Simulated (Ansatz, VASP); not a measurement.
**WS2 (Tungstenite) in two plane-wave programs**

One calculation is typed for both programs; each brings its own data sets and cutoff. How far apart do they land?

Calculated with Ansatz 0.2.0; plane waves, with VASP 6.6.1 beside it; single point at PBEsol.

## 1. The starting structure

It takes space group R3m (No. 160, trigonal). The conventional cell has a = 3.158 Å, b = 3.158 Å, c = 18.490 Å, α = 90.00°, β = 90.00°, γ = 120.00°. Nearest to W lie 6 S at 2.39 to 2.42 Å. S has 3 W at 2.42 Å nearest. Nearest to S lie 3 W at 2.39 Å. Farther neighbours and most contacts between anions are not listed.

Coordinates:

```
W S
1.0
     1.57900    0.91164    6.16333
    -1.57900    0.91164    6.16333
     0.00000   -1.82327    6.16333
W S
1 2
Direct
  0.00000 0.00000 0.00000
  0.58100 0.58100 0.58100
  0.75030 0.75030 0.75030
```

## 2. VASP: single point, PBEsol

A single point gives forces, pressure and levels at one fixed geometry, so differences don't come from the geometry; what else differs is listed under the comparison.

Lines of VASP's logs that name or quote its potential files are left out, and so is its time.

File INCAR:

```
SYSTEM = WS2
PREC = Accurate
ENCUT = 400
EDIFF = 1E-05
NELM = 100
ISMEAR = 0
SIGMA = 0.05
LREAL = .FALSE.
ALGO = Normal
GGA = PS
NBANDS = 15
LASPH = .TRUE.
LORBIT = 11
LWAVE = .FALSE.
LCHARG = .FALSE.
KPAR = 4
```

File POSCAR:

```
WS2
1.0
    1.5790000000      0.9116360751      6.1633333333
   -1.5790000000      0.9116360751      6.1633333333
    0.0000000000     -1.8232721501      6.1633333333
W S
1 2
Direct
    0.0000000000      0.0000000000      0.0000000000
    0.5810000000      0.5810000000      0.5810000000
    0.7503000000      0.7503000000      0.7503000000
```

File KPOINTS:

```
Automatic mesh
0
Gamma
8 8 8
0 0 0
```

PAW data sets: W and S (PBE family, release 64).

Started as:

```bash
> mpirun -np 4 vasp_std
```

Numbers of over 12 decimals in the logs are rounded to 6 here.

The log of the run:

```text
[banner, memory and clock lines left out]
running    4 mpi-ranks, on    1 nodes
 distrk:  each k-point on    1 cores,    4 groups
 distr:  one band on    1 cores,    1 groups

 POSCAR found type information on POSCAR W S
 POSCAR found :  2 types and       3 ions
|                                                                             |
|               ----> ADVICE to this user running VASP <----                  |
|                                                                             |
|     You enforced a specific xc type in the INCAR file but a different       |
|     [... a line on the potential file left out ...]
|     I HOPE YOU KNOW WHAT YOU ARE DOING!                                     |
|                                                                             |

 LDA part: xc-table for (Slater+PW92), standard interpolation
 POSCAR, INCAR and KPOINTS ok, starting setup
 FFT: planning ... GRIDC
 FFT: planning ... GRID_SOFT
 FFT: planning ... GRID
 WAVECAR not read
 entering main loop
       N       E                     dE             d eps       ncg     rms          rms(c)
DAV:   1     0.617265138367E+02    0.61727E+02   -0.69687E+03  2030   0.846E+02
DAV:   2    -0.224686354593E+02   -0.84195E+02   -0.79538E+02  2604   0.205E+02
DAV:   3    -0.266089524726E+02   -0.41403E+01   -0.41119E+01  2518   0.461E+01
DAV:   4    -0.266583448588E+02   -0.49392E-01   -0.49364E-01  2566   0.565E+00
DAV:   5    -0.266593430801E+02   -0.99822E-03   -0.99814E-03  2643   0.781E-01    0.290E+01
DAV:   6    -0.255312347285E+02    0.11281E+01   -0.28338E+00  2930   0.124E+01    0.126E+01
DAV:   7    -0.253766516082E+02    0.15458E+00   -0.86867E-01  2195   0.757E+00    0.675E+00
DAV:   8    -0.253209288021E+02    0.55723E-01   -0.14060E-01  2503   0.309E+00    0.105E+00
DAV:   9    -0.253193827011E+02    0.15461E-02   -0.15615E-02  2482   0.922E-01    0.531E-01
DAV:  10    -0.253186295585E+02    0.75314E-03   -0.66145E-03  2532   0.526E-01    0.177E-01
DAV:  11    -0.253185446581E+02    0.84900E-04   -0.77502E-04  2468   0.192E-01    0.630E-02
DAV:  12    -0.253185507842E+02   -0.61262E-05   -0.21520E-05  2244   0.411E-02
   1 F= -.25318551E+02 E0= -.25318551E+02  d E =-.574772E-12
```

From OUTCAR (step 2):

```text
ion  position               nearest neighbor table
   1  0.000  0.000  0.000-   3 2.39   3 2.39   3 2.39   2 2.42   2 2.42   2 2.42
   2  0.581  0.581  0.581-   1 2.42   1 2.42   1 2.42
   3  0.750  0.750  0.750-   1 2.39   1 2.39   1 2.39

  LATTYP: Found a trigonal (rhomboedric) cell.
 ALAT       =     6.4273633094
 COS(alpha) =     0.8792940837

 Subroutine GETGRP returns: Found  6 space group operations
 (whereof  6 operations were pure point group operations)

The static configuration has the point symmetry C_3v.

 Found     65 irreducible k-points:

   k-points           NKPTS =     65   k-points in BZ     NKDIM =     65   number of bands    NBANDS=     15

   dimension x,y,z NGX =    42 NGY =   42 NGZ =   42
   dimension x,y,z NGXF=    84 NGYF=   84 NGZF=   84

   ENCUT  =  400.0 eV  29.40 Ry    5.42 a.u.  10.48 10.48 10.48*2*pi/ulx,y,z

   NELECT =      18.0000    total number of electrons

 k-points in reciprocal lattice and weights: Automatic mesh
   0.00000000  0.00000000  0.00000000       0.002
   0.12500000  0.00000000  0.00000000       0.012
   0.25000000  0.00000000  0.00000000       0.012
   0.37500000  0.00000000  0.00000000       0.012
   0.50000000  0.00000000  0.00000000       0.006
   0.12500000  0.12500000  0.00000000       0.012
   0.25000000  0.12500000  0.00000000       0.023
   0.37500000  0.12500000  0.00000000       0.023
   0.50000000  0.12500000  0.00000000       0.023
[...]
-0.37500000  0.50000000  0.37500000       0.012
   0.50000000  0.50000000  0.50000000       0.002

 average (electrostatic) potential at core
       1 -39.6602       2 -85.7883       3 -85.8023

 E-fermi :   6.5149

 k-point     1 :       0.0000    0.0000    0.0000
  band No.  band energies     occupation
    ...
      5       2.7717      2.00000
      6       4.0356      2.00000
      7       4.0356      2.00000
      8       4.7638      2.00000
      9       5.0806      2.00000
     10       8.5094      0.00000
     11       8.5094      0.00000
     12       8.8686      0.00000
     13       8.8686      0.00000
     14      11.0406      0.00000
    ...

 k-point     2 :       0.1250    0.0000    0.0000
  band No.  band energies     occupation
    ...
      5       3.0273      2.00000
      6       3.1921      2.00000
      7       3.6491      2.00000
      8       4.8400      2.00000
      9       5.1715      2.00000
     10       8.1007      0.00000
     11       8.5660      0.00000
     12       8.6030      0.00000
     13       9.0039      0.00000
     14      12.1266      0.00000
    ...

 k-point     3 :       0.2500    0.0000    0.0000
  band No.  band energies     occupation
    ...
      5       1.9543      2.00000
      6       2.9042      2.00000
      7       3.6930      2.00000
      8       4.3837      2.00000
      9       4.6926      2.00000
     10       7.6481      0.00000
     11       8.3285      0.00000
     12       9.1856      0.00000
     13       9.6975      0.00000
     14      12.9342      0.00000
    ...

  Total       -0.4689539     -0.4689539     -0.0544640     -0.0000000     -0.0000000      0.0000000
  in kB      -14.1146525    -14.1146525     -1.6392652     -0.0000000     -0.0000000      0.0000000
  external PRESSURE =      -9.9561901 kB  Pullay stress =       0.0000000 kB

  energy-cutoff  :      400.00
  volume of cell :       53.23
      direct lattice vectors                 reciprocal lattice vectors
     1.579000000  0.911636075  6.163333333     0.316656111  0.182821491  0.054083288
    -1.579000000  0.911636075  6.163333333    -0.316656111  0.182821491  0.054083288
     0.000000000 -1.823272150  6.163333333     0.000000000 -0.365642982  0.054083288

 POSITION                                       TOTAL-FORCE (eV/Angst)
 -----------------------------------------------------------------------------------
      0.00000      0.00000      0.00000         0.000000     -0.000000     -0.605873
      0.00000      0.00000     10.74269         0.000000      0.000000      0.394170
      0.00000      0.00000     13.87305         0.000000      0.000000      0.211703
 -----------------------------------------------------------------------------------
    total drift:                               -0.000000      0.000000      0.000700

  FREE ENERGIE OF THE ION-ELECTRON SYSTEM (eV)
  ---------------------------------------------------
  free  energy   TOTEN  =       -25.3185507842 eV

  energy  without entropy=      -25.3185507842  energy(sigma->0) =      -25.31855078

 total charge
# of ion       s       p       d       tot
------------------------------------------
    1        0.566   0.721   4.308   5.594
    2        1.355   2.332   0.000   3.687
    3        1.353   2.349   0.000   3.703
--------------------------------------------------
tot          3.275   5.402   4.308  12.984

[... 3 further parts left out ...]
```

This run has no spin polarisation, so a moment on W, if there is one, isn't seen. The data set W keeps the semicore shell frozen, which is cheaper and a little less accurate.

## 3. Ansatz: single point, PBEsol

Ansatz runs on its default PAW (the set named soft_2) files.

The same cell, functional, mesh and smearing now go to Ansatz, which takes its cutoff from its data sets.

File input.yaml:

```yaml
crystal:
  lattice:
    - [1.579, 0.9116360751, 6.1633333333]
    - [-1.579, 0.9116360751, 6.1633333333]
    - [0.0, -1.8232721501, 6.1633333333]
  atoms:
    - { symbol: W, position: [0.0, 0.0, 0.0] }
    - { symbol: S, position: [0.581, 0.581, 0.581] }
    - { symbol: S, position: [0.7503, 0.7503, 0.7503] }
hamiltonian:
  xc: pbesol
  pseudopotentials: { kind: paw }
kpoints:
  mp_grid: { grid: [8, 8, 8] }
scf:
  occupations: { method: gaussian, width: 0.05 }
  n_extra_bands: 4
output:
  forces: true
  stress: true
  eigenvalues: true
```

Started as:

```bash
> ansatz run input.yaml --threads 2 --pin off --max-ram 4608MiB --backend cpu --events-out ev --progress --plain --runs-dir out
```

The log of the run:

```text
basis.fft_grid_basis auto: the FFT boxes are laid along the combinations [[1, 0, -1], [0, 1, -1], [0, 0, 1]] of the cell's own vectors, 3.158, 3.158 and 6.427 Å long. The dense box has 24×24×45 points. Along the cell's own vectors, as sized, it would have 45×45×45, 3.52 times as many. Of the 6 symmetry operations that the crystal satisfies within crystal.symmetry.tolerance (time reversal apart; of a slab, those that  [...]
scf.n_extra_bands = 4 over 13 filled bands (N_el = 26.0): the run solves 17 bands
Engine: ansatz 0.2.0, aarch64-unknown-linux-gnu
Pseudopotentials: kind: paw
Pseudopotential: W, paw, valence charge 14, recommended cutoff 420 eV (normal), W.paw.azcp
Pseudopotential: S, paw, valence charge 6, recommended cutoff 420 eV (normal), S.paw.azcp
Functional definition: PBEsol
  exchange = pbesol_x
  correlation = pbesol_c
Crystal: 3 atoms, lattice volume = 53.232 Å³
Basis set: ecut = 420 eV, 1011 PW (Γ), FFT grids on a1−a3, a2−a3, a3, exchange–correlation on 48×48×90 points (8 copies of the dense FFT grid, shifted against one another)
Bands: 17, of which v1, the nominal top of the filled ones, is band 13 counted from 1 (12 counted from 0)
Symmetry: 6 space group operations
Space group: R3m (ITA 160), of the structure as read, at distance tolerance 3.8e-5 Å
k-points: 65 of 512 (time reversal used)
Non-local potential: W, projectors of the file, l = 0: 3, l = 1: 2, l = 2: 2, l = 3: 1
Non-local potential: S, projectors of the file, l = 0: 2, l = 1: 2, l = 2: 2
PAW form: soft (Blöchl's): semilocal exchange-correlation on the pseudo side does not see the compensation charge
PAW frozen core: W, regenerated for the run's functional, and the local potential with it (the file was generated under x = pbe(κ = 0.804, μ = 0.219515), c = pbe(β = 0.066725))
PAW frozen core: S, regenerated for the run's functional, and the local potential with it (the file was generated under x = pbe(κ = 0.804, μ = 0.219515), c = pbe(β = 0.066725))
PAW one-centre angular grid: W, 590 points (default); XC on 64 Gauss nodes
PAW one-centre angular grid: S, 110 points (default); XC on 64 Gauss nodes
Initial density: superposition of atomic densities (neutral atoms: chi_scale 0, normalization atom), corrected by the library's trained network
Initial wavefunctions: pseudopotential atomic-orbital guess
Functional: x = pbesol(κ = 0.804, μ = 0.123457), c = pbesol(β = 0.046)
SCF iter   1: F=—  HF=-12029.071665 eV  |F-HF|=—  |Δ(HF+E_count)|=         —  Δρ=8.30e-3  dr2=5.80e-2  ethr=1.77e-3  ⟨swp⟩=5.9  Hψ=6394  notcnv=0
preconditioner: auto → none  [insulator: Δε(μ)=1.112 eV  Ē_g=8.788 eV  σ=0.050 eV  W_gap=1.00  n_scr=16 (ndim 8)  ℏωp=21.6 eV  f_vac=0.015  D(μ)=0.00/eV (n_scr^D=0)  ε∞_Penn≈7.0]
SCF iter   2: F=—  HF=-12029.090297 eV  |F-HF|=—  |Δ(HF+E_count)|=   1.86e-2  Δρ=9.32e-3  dr2=1.60e-1  ethr=2.23e-4  ⟨swp⟩=3.4  Hψ=2621  notcnv=0  recentre
SCF iter   3: F=—  HF=-12029.064738 eV  |F-HF|=—  |Δ(HF+E_count)|=   2.56e-2  Δρ=3.61e-3  dr2=5.85e-3  ethr=2.23e-4  ⟨swp⟩=3.0  Hψ=1961  notcnv=0
SCF iter   4: F=—  HF=-12029.065754 eV  |F-HF|=—  |Δ(HF+E_count)|=   1.02e-3  Δρ=1.03e-3  dr2=1.87e-4  ethr=2.25e-5  ⟨swp⟩=2.1  Hψ=1712  notcnv=0
SCF iter   5: F=—  HF=-12029.066001 eV  |F-HF|=—  |Δ(HF+E_count)|=   2.47e-4  Δρ=2.52e-4  dr2=3.73e-5  ethr=7.19e-7  ⟨swp⟩=2.0  Hψ=1590  notcnv=0
SCF iter   6: F=—  HF=-12029.065997 eV  |F-HF|=—  |Δ(HF+E_count)|=   3.93e-6  Δρ=1.19e-4  dr2=1.37e-5  ethr=1.43e-7  ⟨swp⟩=2.0  Hψ=1613  notcnv=0
SCF iter   7: F=—  HF=-12029.065997 eV  |F-HF|=—  |Δ(HF+E_count)|=   1.88e-7  Δρ=4.79e-5  dr2=1.92e-6  ethr=5.25e-8  ⟨swp⟩=1.7  Hψ=1392  notcnv=0
SCF iter   8: F=-12029.065997 eV  HF=-12029.065997 eV  |F-HF|=8.38e-9  |Δ(HF+E_count)|=   2.04e-7  Δρ=9.47e-6  dr2=4.78e-8  ethr=3.85e-10  ⟨swp⟩=4.2  Hψ=5041  notcnv=0
SCF 1 converged in 8 iterations: F = -12029.065997 eV  dr2 = 4.78e-8
  greatest PAW one-centre occupation: 1.000 electrons in one spin orbital (limit 2), on the W atom at site 0 (counted from 0), in its partial waves of l = 0
SCF converged after 8 iterations
Free energy (F): -12029.065997 eV
Harris-Foulkes:  -12029.065997 eV  (|F-HF|=8.38e-9)
Internal energy: -12029.065997 eV  (E = F + TS)
E sigma→0 (E₀):  -12029.065997 eV
Fermi energy:    12.214426 eV
--- Per-component energies (eV) ---
  E_band       = -189.025361
  E_kinetic    = 666.616101
  E_local      = -1759.401865  (includes V_loc(G=0)·N_el)
  E_nonlocal   = 60.346279
  E_hartree    = 697.892558
  E_xc         = -458.678435
  E_vxc        = -414.970355  (∫ρ·V_xc dr)
  E_paw        = -9604.506802  (= ΣΔE_a)
  E_vpaw       = -137.399997  (= ΣTr[D̂ρ^β])
  E_aug_tail   = -0.000066  (compensation charges beyond the density's cutoff)
  E_ewald      = -1631.679458
  E_core_change = 0.345691  (= ΣΔE_core)
  E_smearing   = -0.000000  (= −TS)
  E_closure    = -0.000000  (closes the sum)
  Σ components = -12029.065997   (vs F -12029.065997, Δ=0.00e0)
--- Forces (eV/Å), atoms counted from 1 ---
  atom   1  W      0.00000000    -0.00000000    -0.59957816
  atom   2  S      0.00000000     0.00000000     0.36845454
  atom   3  S      0.00000000     0.00000000     0.23128158
  max |Σ_I F_I| component: 1.58e-4 eV/Å
--- Stress (GPa, compression-positive) ---
       -0.971540       0.000000       0.000000
        0.000000      -0.971540       0.000000
        0.000000       0.000000       0.067175
  P = ⅓ Tr σ = -0.6253 GPa (-6.253 kbar)
--- Band table (eV; the first three rows and the last of 65) ---
  k-point 0: bands = [... 9 lower, 9.3571, 9.3571, 10.0915, 10.4194, 13.8315, 13.8315, 14.1954, 14.1954]
  k-point 1: bands = [... 9 lower, 8.5123, 8.9711, 10.1758, 10.5116, 13.4268, 13.8840, 13.9308, 14.3311]
  k-point 2: bands = [... 9 lower, 8.2276, 9.0178, 9.7246, 10.0336, 12.9778, 13.6628, 14.4943, 15.0352]
  k-point 64: bands = [... 9 lower, 8.0823, 9.3896, 9.3896, 11.6569, 13.9473, 13.9473, 14.0340, 14.0340]
```

The job ended after 5.2 s (2 threads of Arm Neoverse N1, shared host; peak memory 0.35 GiB; 10 s of CPU time).

The run ends at a pressure of -0.63 GPa, with forces up to 0.60 eV/Å.

## 4. Differences

Known differences besides the potentials themselves: the data sets hold 26 valence electrons in Ansatz (default PAW (the set named soft_2) files) and 18 in VASP; the cutoff is 420 eV in Ansatz and 400 eV in VASP; Ansatz makes its cores anew for this functional, VASP keeps those of its PBE data sets. Total energies have different zeros and are not compared.

Both answers:

```tsv
quantity	Ansatz	VASP	difference
pressure (GPa)	-0.63	-1.00	+0.37
gap on the k mesh (eV)	1.121	1.145	-0.024
```

Forces (eV/Å; atoms numbered as in POSCAR):

```tsv
atom	Ansatz x, y, z	VASP x, y, z
W1	0.000, 0.000, -0.600	0.000, 0.000, -0.606
S2	0.000, 0.000, 0.368	0.000, 0.000, 0.394
S3	0.000, 0.000, 0.231	0.000, 0.000, 0.212
```

The forces differ by 11 meV/Å r.m.s., which is 4.4 % of the r.m.s. force of 0.25 eV/Å (both taken over all components). A gap on the mesh is an upper bound, since the band edges may lie between its points; neither run holds spin-orbit coupling, which can move the band edges of a compound of W.

## 5. What came out

* r.m.s. force difference (single point, PBEsol): 4.4 % of the r.m.s. force

**Reading.** The r.m.s. force difference is 4.4 % of the r.m.s. force (single point, PBEsol), beyond the 3 % picked in this series as the mark of a large difference. Such differences can come from data sets, numerical settings and the points named under the comparisons, not from the functional's error against experiment.

[Lines on the potential files, build, host, timing and source positions are cut from VASP's logs without a mark.]

[Logs are printed without paths, hosts, clocks, repeated set-up lines and the standing remarks that a program may print on its own settings, such as how far it seeks lower states.]

[Hosts, paths, dates, database ids (printed as entryN), source tags and the programs' standing remarks are cut or masked in the printed files.]
